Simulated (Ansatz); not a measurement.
**PbTe: strain energy, fitted**

PbTe, Fm-3m, a = 6.570 Å. Ansatz: PBE, PAW, 420 eV, Γ-centred 6×6×4 mesh on 4 atoms, Gaussian smearing 0.02 eV; no spin polarisation. Series: uniaxial strain along a, with b, c and atoms relaxed; x is the strain in per cent. The axes a, b, c are those of the computed cell (4.645, 4.645, 6.570 Å), along [1 1 0], [-1 1 0], [0 0 1] of the cell named above. y is the free energy over the unstrained cell, V0 = 35.443 Å³/atom.

```
x (%) y (meV/atom)
 -4.5         10.08
 -3.0          4.29
 -1.5          0.94
  0.0          0.00
  1.5          1.20
  3.0          4.63
  4.5             ?
```

Question: Fit y = c2 x² + c3 x³ to the other rows, turn c2 into a modulus, and predict the missing energy.

Answer: Least squares on the rows shown. y = 0.5034 x² + 0.002084 x³. In eV per unit strain² c2 is 5.034; this is Young's modulus along the axis (E = ½ Y V0 ε²): 2 × 5.034 × 160.2 / (35.443) = 46 GPa. With a term in x⁴ added, the coefficient of x² becomes 0.4693, 7 % less, which shows how far this figure hangs on the form. At x = 4.5 the fit asked for gives 10.38 meV/atom. The run gave 10.14 meV/atom, so the fit is 0.24 meV/atom too high, within twice the rms miss on the fitted rows (0.13 meV/atom).

Spin–orbit coupling is left out, which can shift energies with elements as heavy as these.